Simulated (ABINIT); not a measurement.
Crystal: Ge.

```
Ge
1.0
     2.71047    0.00000    0.00000
     0.00000    2.71047    0.00000
     0.00000    0.00000    2.71047
Ge
1
Direct
  0.00000 0.00000 0.00000
```

The cell was built by a generator and needn't be a form met in nature.

- Program: ABINIT 10.8.3 (patched build)
- Task: single point
- Functional: PBE
- Potentials or basis: JTH PAW PBE v2.0
- Cutoff: 599 eV
- k mesh: 10 × 10 × 10
- Occupations: fermi-dirac, width 0.05 eV
- Spin: no spin polarisation

On this cell: pressure -0.9 GPa; band gap on the k mesh none (metal or under the smearing width).

The same run follows on a disturbed copy (cell strained at random at fixed volume):

```
Ge
1.0
     2.64007   -0.03320   -0.02985
    -0.03320    2.75601   -0.02582
    -0.02985   -0.02582    2.73777
Ge
1
Cartesian
  0.0331 0.0135 0.0315
```

**Question.** What does the disturbed cell give?

**Answer.** The energy (extrapolated to zero smearing) moves by +14.3 meV/atom; pressure -0.5 GPa; band gap on the k mesh none (metal or under the smearing width).

Stress tensor (GPa, compression positive):
```
 4.75  0.46  0.39
 0.46 -3.82  0.16
 0.39  0.16 -2.49
```
